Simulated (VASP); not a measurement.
# As (Pm-3m) in VASP: notebook, part 2 of 2

VASP 6.6.1.

## 3. Relaxation of cell and atoms, vdW-DF-cx

INCAR reads:

```
SYSTEM = As
PREC = Accurate
ENCUT = 600
EDIFF = 1E-6
ISMEAR = -1
SIGMA = 0.05
LREAL = .False.
LASPH = .True.
NELM = 60
ALGO = Fast
ISIF = 3
LWAVE = .False.
LCHARG = .False.
GGA = CX
LUSE_VDW = .True.
AGGAC = 0.0
IBRION = 2
NSW = 40
EDIFFG = -0.01
```

KPOINTS reads:

```
Automatic mesh
0
Gamma
  10 10 10
  0 0 0
```

POSCAR reads:

```
As
1.0
    2.7036817444      0.0000000000      0.0000000000
    0.0000000000      2.7036817444      0.0000000000
    0.0000000000      0.0000000000      2.7036817444
As
1
Direct
    0.5000000000      0.5000000000      0.5000000000
```

Potentials or basis: VASP PAW PBE potentials, release 64 (As).

The run is started by

```bash
$ cat potpaw_PBE.64/As/POTCAR > POTCAR
$ mpirun -np 1 vasp_std > vasp.out
```

OUTCAR:

```text
SYSTEM = As
   PREC = Accurate
   ENCUT = 600
   EDIFF = 1E-6
   ISMEAR = -1
   LREAL = .False.
   LASPH = .True.
   NELM = 60
   ISIF = 3
   GGA = CX
   IBRION = 2
   NSW = 40
   EDIFFG = -0.01

 ion  position               nearest neighbor table
   1  0.500  0.500  0.500-

  LATTYP: Found a simple cubic cell.
 ALAT       =     2.7036817444

  Lattice vectors:

 A1 = (   2.7036817444,   0.0000000000,   0.0000000000)
 A2 = (   0.0000000000,   2.7036817444,   0.0000000000)
 A3 = (   0.0000000000,   0.0000000000,   2.7036817444)

Analysis of symmetry for initial positions (statically):
=====================================================================
 Subroutine PRICEL returns:
 Original cell was already a primitive cell.

 Routine SETGRP: Setting up the symmetry group for a
 simple cubic supercell.

 Subroutine GETGRP returns: Found 48 space group operations
 (whereof 48 operations were pure point group operations)
 out of a pool of 48 trial point group operations.

The static configuration has the point symmetry O_h .

Analysis of symmetry for dynamics (positions and initial velocities):
=====================================================================
 Subroutine PRICEL returns:
 Original cell was already a primitive cell.

 Routine SETGRP: Setting up the symmetry group for a
 simple cubic supercell.

 Subroutine GETGRP returns: Found 48 space group operations
 (whereof 48 operations were pure point group operations)
 out of a pool of 48 trial point group operations.

The dynamic configuration has the point symmetry O_h .

 Subroutine INISYM returns: Found 48 space group operations
 (whereof 48 operations are pure point group operations),
 and found     1 'primitive' translations

----------------------------------------------------------------------------------------

                                     Primitive cell

  volume of cell :      19.7636

[... 113 lines left out ...]
   AEXX    =    0.0000 exact exchange contribution
   IVDW_NL    =     1    kernel type
   BPARAM     = 6.3000
   IVDW    =     0    specifies the selected vdW correction
   LEPSILON=     F    determine dielectric tensor
   LRPA    =     F    only Hartree local field effects (RPA)
 conjugate gradient relaxation of ions
 non-spin polarized calculation
 RMM-DIIS sequential band-by-band and
  energy-cutoff  :      600.00
  volume of cell :       19.76
 maximum number of plane-waves:       691
 NGX is ok and might be reduce to    24
   NGX = 11   NGY = 11   NGZ = 11

--------------------------------------- Ionic step        1  -------------------------------------------

 number of electron       5.0000001 magnetization

 Free energy of the ion-electron system (eV)
  ---------------------------------------------------
  ext. energy  EPLUGINS =         0.00000000
  ---------------------------------------------------
  free energy    TOTEN  =        -3.24153512 eV

  energy without entropy =       -3.23909356  energy(sigma->0) =       -3.24031434

------------------------ aborting loop because EDIFF is reached ----------------------------------------

  FORCE on cell =-STRESS in cart. coord.  units (eV):
  Direction    XX          YY          ZZ          XY          YZ          ZX
  --------------------------------------------------------------------------------------
  -------------------------------------------------------------------------------------
  Total        0.0381498      0.0381498      0.0381498      0.0000000      0.0000000      0.0000000
  in kB        3.0926875      3.0926875      3.0926875      0.0000000      0.0000000      0.0000000
  external PRESSURE =       3.0926875 kB  Pullay stress =       0.0000000 kB
[... 61 lines left out ...]
--------------------------------------- Ionic step        3  -------------------------------------------

 number of electron       5.0000001 magnetization

 Free energy of the ion-electron system (eV)
  ---------------------------------------------------
  ext. energy  EPLUGINS =         0.00000000
  ---------------------------------------------------
  free energy    TOTEN  =        -3.24160087 eV

  energy without entropy =       -3.23917428  energy(sigma->0) =       -3.24038758

 E-fermi :   5.7716     XC(G=0): -10.4564

 val. band max:        5.7594870877   @ k =   0.3000   0.3000   0.3000
 cond. band min:       5.8060702133   @ k =   0.2000   0.2000   0.0000
 fundamental gap:      0.0465831256
 Fermi energy:         5.7716099412

 k-point     1 :       0.0000    0.0000    0.0000
  band No.  band energies     occupation
      1      -9.1287      2.00000
      2       9.9380      0.00000
      3       9.9380      0.00000
      4       9.9380      0.00000
      5      14.3503      0.00000
      6      14.3503      0.00000
[... 199 lines left out ...]
 k-point    24 :       0.3000    0.1000    0.1000
  band No.  band energies     occupation
      1      -7.1886      2.00000
      2       2.4090      2.00000
      3       9.2524      0.00000
      4       9.7270      0.00000
      5      18.3167      0.00000
      6      18.3489      0.00000

 [... further k-points ...]
[... 5 lines left out ...]
  --------------------------------------------------------------------------------------
  -------------------------------------------------------------------------------------
  Total        0.0004702      0.0004702      0.0004702     -0.0000000      0.0000000      0.0000000
  in kB        0.0379843      0.0379843      0.0379843     -0.0000000      0.0000000      0.0000000
  external PRESSURE =       0.0379843 kB  Pullay stress =       0.0000000 kB
[... 20 lines left out ...]
  energy  without entropy=       -3.2391742826  energy(sigma->0) =       -3.24038758

Total vdW correction in eV:      0.7027941

 reached required accuracy - stopping structural energy minimisation
```

OSZICAR:

```text
N       E                     dE             d eps       ncg     rms          rms(c)
DAV:   1     0.135832552068E+02    0.13583E+02   -0.23533E+03   678   0.706E+02
DAV:   2    -0.297152198560E+01   -0.16555E+02   -0.15980E+02   942   0.849E+01
DAV:   3    -0.323652758532E+01   -0.26501E+00   -0.24954E+00   780   0.143E+01
DAV:   4    -0.323827013622E+01   -0.17426E-02   -0.17425E-02   978   0.768E-01
[... 13 lines left out ...]
       N       E                     dE             d eps       ncg     rms          rms(c)
DAV:   1    -0.324162932216E+01   -0.52719E-04   -0.98730E-04   708   0.199E-01    0.311E-02
RMM:   2    -0.324160928689E+01    0.20035E-04   -0.11883E-05   672   0.327E-02    0.172E-02
RMM:   3    -0.324160083035E+01    0.84565E-05   -0.16515E-05   672   0.294E-02    0.225E-03
RMM:   4    -0.324160086990E+01   -0.39547E-07   -0.82476E-07   395   0.914E-03
   3 F= -.32416009E+01 E0= -.32403876E+01  d E =-.657528E-04
```

Run time: 43 s. Hardware: 1 thread of Intel Xeon Platinum 8259CL at 2.50GHz (Skylake/Cascade Lake), shared host; peak memory 0.26 GiB.

Results:

| Property | Result |
| --- | --- |
| Free energy | -3.2416 eV |
| Relaxed volume | 19.83 Å³/atom |
| Relaxed cell | a = 2.707 Å, b = 2.707 Å, c = 2.707 Å, α = 90.00°, β = 90.00°, γ = 90.00° |
| Space group after relaxing (to 0.05 Å) | Pm-3m (No. 221) |
| Energy gained by relaxing | 0.1 meV/atom |
| Ionic steps | 3 |
| Pressure after relaxing | 0.0 GPa |
| Band gap on the k mesh | none (metal or under the smearing width) |

Final structure:
```yaml
crystal:
  lattice:
    - [2.70678, 0.00000, 0.00000]
    - [0.00000, 2.70678, 0.00000]
    - [0.00000, 0.00000, 2.70678]
  atoms:
    - { symbol: As, position: [0.50000, 0.50000, 0.50000] }
```

Caveat: the PAW data sets were made with another functional, which shifts forces and pressure a little.

## 4. The reference run

An earlier run on the cell as given: functional PBE; potentials or basis VASP PAW PBE potentials, release 64 (As); cutoff 520 eV; k mesh 10 × 10 × 10; occupations fermi-dirac, width 0.05 eV; no spin polarisation.

- Pressure: 2.4 GPa
- Band gap on the k mesh: none (metal or under the smearing width)

## 5. Overview

```tsv
task	level	cell	cutoff (eV)	gap on the mesh (eV)	pressure (GPa)	relaxed volume (Å³/atom)
relaxation of cell and atoms	optB88-vdW	relaxed	600	none	0.0	20.71
relaxation of cell and atoms	vdW-DF-cx	relaxed	600	none	0.0	19.83
single point	PBE	as given	520	none	2.4	-
```

Alike in all rows: potentials or basis VASP PAW PBE potentials, release 64 (As); no spin polarisation; k mesh 10 × 10 × 10; smearing fermi-dirac 0.05 eV.

Caveats: the PAW data sets were made with another functional, which shifts forces and pressure a little (some runs).

Absolute energies hang on the potentials; compare differences alone.
